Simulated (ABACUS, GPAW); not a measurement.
This is a calculation of PbO2 for GPAW 26.7.0 (ASE script). The cell is a database's computed one, not the measured one.

File run.py:

```python
from ase import Atoms
from ase.dft.bandgap import bandgap
from ase.io import write
from ase.units import Bohr, GPa
from gpaw import GPAW, PW
from gpaw.elf import elf_from_dft_calculation

atoms = Atoms(['Pb', 'Pb', 'O', 'O', 'O', 'O'],
              cell=[[4.99495987, 0.0, 0.0],
                    [0.0, 4.99495987, 0.0],
                    [0.0, 0.0, 3.40900096]],
              scaled_positions=[[0.5, 0.5, 0.5],
                                [0.0, 0.0, 0.0],
                                [0.69257104, 0.69257104, 0.0],
                                [0.80742896, 0.19257104, 0.5],
                                [0.19257104, 0.80742896, 0.5],
                                [0.30742896, 0.30742896, 0.0]],
              pbc=True)

calc = GPAW(mode=PW(800),
            xc='PBE',
            kpts={'size': (6, 6, 8), 'gamma': True},
            occupations={'name': 'fermi-dirac', 'width': 0.05},
            nbands=43,
            convergence={'density': 1e-05, 'energy': 1e-05},
            maxiter=150,
            txt='gpaw.txt')
atoms.calc = calc
energy = atoms.get_potential_energy()
forces = atoms.get_forces()
stress = atoms.get_stress()
calc.write('gs.gpw')
write('result.traj', atoms)
print(f'Energy: {energy:.6f} eV')
print('Forces (eV/A):')
print(forces.round(4))
print('Stress (GPa):', (stress / GPa).round(3))
print('Fermi level:', round(calc.get_fermi_level(), 4), 'eV')
print(f'Gap: {bandgap(calc)[0]:.4f} eV, direct: {bandgap(calc, direct=True)[0]:.4f} eV')

# fields on the real-space grid
write('density.cube', atoms, data=calc.get_pseudo_density() * Bohr**3)
write('potential.cube', atoms, data=calc.get_electrostatic_potential())
write('elf.cube', atoms, data=elf_from_dft_calculation(calc).data)
```

Potentials or basis: GPAW PAW data sets (gpaw-data 1.2.1), pw.

Command:

```sh
$ OMP_NUM_THREADS=1 python run.py
```

Question: What does the same run look like in ABACUS 3.10.1? Potentials or basis there: PseudoDojo NC SR 0.4.1 PBE standard, plane waves, cutoff 1143 eV.

Answer: As run (cutoffs and basis follow the program's own potentials, and thresholds, step limits or extra output files can differ):

INPUT

```
INPUT_PARAMETERS
suffix              PbO2
calculation         scf
basis_type          pw
pseudo_dir          ./
symmetry            1
dft_functional      pbe
ecutwfc             84
pseudo_rcut         10
nspin               1
nbands              32
ks_solver           dav
smearing_method     fd
smearing_sigma      0.00367493
scf_thr             1e-08
scf_nmax            100
mixing_type         broyden
mixing_beta         0.7
cal_force           1
cal_stress          1
kpar                4
```

File STRU:

```
ATOMIC_SPECIES
Pb 207.2000 Pb.upf
O 15.9990 O.upf

LATTICE_CONSTANT
1.8897261246

LATTICE_VECTORS
4.9949598700 0.0000000000 0.0000000000
0.0000000000 4.9949598700 0.0000000000
0.0000000000 0.0000000000 3.4090009600

ATOMIC_POSITIONS
Direct

Pb
0.0
2
0.5000000000 0.5000000000 0.5000000000 1 1 1
0.0000000000 0.0000000000 0.0000000000 1 1 1

O
0.0
4
0.6925710400 0.6925710400 0.0000000000 1 1 1
0.8074289600 0.1925710400 0.5000000000 1 1 1
0.1925710400 0.8074289600 0.5000000000 1 1 1
0.3074289600 0.3074289600 0.0000000000 1 1 1
```

KPT

```
K_POINTS
0
Gamma
6 6 8 0 0 0
```

Potentials or basis: PseudoDojo NC SR 0.4.1 PBE standard, plane waves.

Launch:

```sh
$ OMP_NUM_THREADS=1 mpirun -np 4 abacus > log
```

Both were run:

|  | GPAW | ABACUS |
| --- | --- | --- |
| Pressure | 4.2 GPa | 6.7 GPa |

Pressure is positive in compression.
